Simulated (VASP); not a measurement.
Write the native input for VASP 6.6.1 that does the following.

```yaml
Task: relaxation of cell and atoms
Functional: LDA
Potentials_or_basis: VASP PAW LDA potentials, release 64 (Te)
Cutoff: 600 eV
k_mesh: 9 × 9 × 6
Occupations: gaussian, width 0.03 eV
Spin: no spin polarisation
Further_INCAR_settings: ALGO = Normal; EDIFF = 1e-07; IBRION = 2; EDIFFG = -0.005; NSW = 90; ISIF = 3
```

The structure of Te lies in POSCAR:

```
Te                                      
1.0
    4.2759395633      0.0000000000     -0.0000000000
   -2.1379697816      3.7030722869     -0.0000000000
    0.0000000000      0.0000000000      5.9364229205
  Te            
     3
Direct
     0.2868970095090567    0.0000000000000000    0.3333333332999970
     0.0000000000000018    0.2868970095090605    0.6666666667000030
     0.7131029904909416    0.7131029904909395    0.0000000000000000
```

These files were run (other wordings do the same):

INCAR

```
PREC = Accurate
ENCUT = 600
EDIFF = 1E-7
ISMEAR = 0
SIGMA = 0.03
LREAL = F
LASPH = T
NELM = 80
ALGO = Normal
ISIF = 3
LWAVE = F
LCHARG = F
IBRION = 2
NSW = 90
EDIFFG = -0.005
KPAR = 2
```

KPOINTS

```
regular mesh
0
Gamma
  9 9 6
```

Potentials or basis: VASP PAW LDA potentials, release 64 (Te).

Command:

```bash
$ cat potpaw_LDA.64/Te/POTCAR > POTCAR
$ mpirun -np 2 vasp_std > vasp.out
```

Results of the run:

* Relaxed volume: 31.34 Å³/atom
* Relaxed cell: a = 4.276 Å, b = 4.276 Å, c = 5.938 Å, α = 90.00°, β = 90.00°, γ = 120.00°
* Space group after relaxing (to 0.05 Å): P3_121 (No. 152)
* Energy gained by relaxing: 0.0 meV/atom
* Ionic steps: 2
* Pressure after relaxing: 0.0 GPa
* Largest force after relaxing: 0.004 eV/Å
* Band gap on the k mesh: none (metal or under the smearing width)

Wall time 25 s on 2 MPI ranks on Intel(R) Xeon(R) 6975P-C (Granite Rapids) (shared host), peak memory 0.23 GiB a rank.
